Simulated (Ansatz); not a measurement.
The system is Se.

```
CELL_PARAMETERS angstrom
4.36620 0.00000 0.00000
-2.18310 3.78124 0.00000
0.00000 0.00000 4.95360
ATOMIC_POSITIONS crystal
Se 0.77460 0.77460 0.00000
Se 0.00000 0.22540 0.66667
Se 0.22540 0.00000 0.33333
```

```yaml
Program: Ansatz 0.2.0
Task: relaxation of cell and atoms
Functional: RPBE
Dispersion: D4
Potentials_or_basis: Ansatz PAW
Cutoff: "420 eV (not typed: the program's choice for these potentials)"
k_mesh: 7 × 7 × 6
Occupations: fermi-dirac, width 0.05 eV
Spin: no spin polarisation
```

At the start: volume 27.26 Å³/atom.

Where does the relaxation end?

It ends after 6 steps and the volume is 22.89 Å³/atom (-16.0 %); space group P3_121 (No. 152, to 0.05 Å).

Step by step:
| step | energy change (eV) | largest force (eV/Å) | volume (Å³) |
| --- | --- | --- | --- |
| 1 | 0.0000 | 0.4941 | 81.78 |
| 2 | -0.1113 | 0.2827 | 72.86 |
| 3 | -0.1730 | 0.1072 | 68.70 |
| 4 | -0.1811 | 0.0304 | 67.84 |
| 5 | -0.1825 | 0.0024 | 68.68 |
| 6 | -0.1821 | 0.0025 | 68.68 |

Final structure:
```yaml
crystal:
  lattice:
    - [3.91755, 0.00000, 0.00000]
    - [-1.95877, 3.39270, 0.00000]
    - [0.00000, 0.00000, 5.16759]
  atoms:
    - { symbol: Se, position: [0.74117, 0.74117, 0.00000] }
    - { symbol: Se, position: [0.00000, 0.25883, 0.66667] }
    - { symbol: Se, position: [0.25883, 0.00000, 0.33333] }
```

Caveat: the volume moved by over 15 % at a fixed basis, so the end points are rough; the plane-wave basis is chosen anew once the cell has moved, so the energies of steps on either side of that aren't comparable; the volume moved by -16 % from the deposited cell, more than functionals usually miss; the PAW data sets come from PBE, with cores solved anew for the run's functional, which leaves a small shift of forces and pressure.
